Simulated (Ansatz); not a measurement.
The system is TiSi2.

```
Ti Si
1.0
     4.37464    0.00000    0.00000
    -2.18732    3.78855    0.00000
     0.00000    0.00000    2.56101
Ti Si
1 2
Direct
  0.00000 0.00000 0.00000
  0.33333 0.66667 0.50000
  0.66667 0.33333 0.50000
```

The cell was built by a generator and needn't be a form met in nature.

```yaml
Program: Ansatz 0.2.0
Task: single point
Functional: PBE
Potentials_or_basis: Ansatz PAW
Cutoff: "420 eV (not typed: the program's choice for these potentials)"
k_mesh: 7 × 7 × 10
Occupations: fermi-dirac, width 0.05 eV
Spin: no spin polarisation
```

On this cell: pressure -0.2 GPa; largest force under 0.003 eV/Å; band gap on the k mesh none (metal or under the smearing width).

The same run follows on a disturbed copy (atoms moved at random, drawn with an rms of 0.05 Å):

```
Ti Si
1.0
     4.37464    0.00000    0.00000
    -2.18732    3.78855    0.00000
     0.00000    0.00000    2.56101
Ti Si
1 2
Direct
  0.99981 0.99711 0.01673
  0.33595 0.67828 0.48932
  0.66436 0.33168 0.49950
```

Problem. What changes?

Solution. The energy (extrapolated to zero smearing) moves by +4.6 meV/atom; pressure 0.2 GPa; largest force 0.379 eV/Å; band gap on the k mesh none (metal or under the smearing width).

Forces on the atoms (eV/Å):
```
Ti  -0.063  0.088 -0.126
Si   0.075 -0.354  0.113
Si  -0.012  0.266  0.012
```

Stress tensor (GPa, compression positive):
```
-0.34  0.03  0.09
 0.03  1.38 -0.17
 0.09 -0.17 -0.58
```
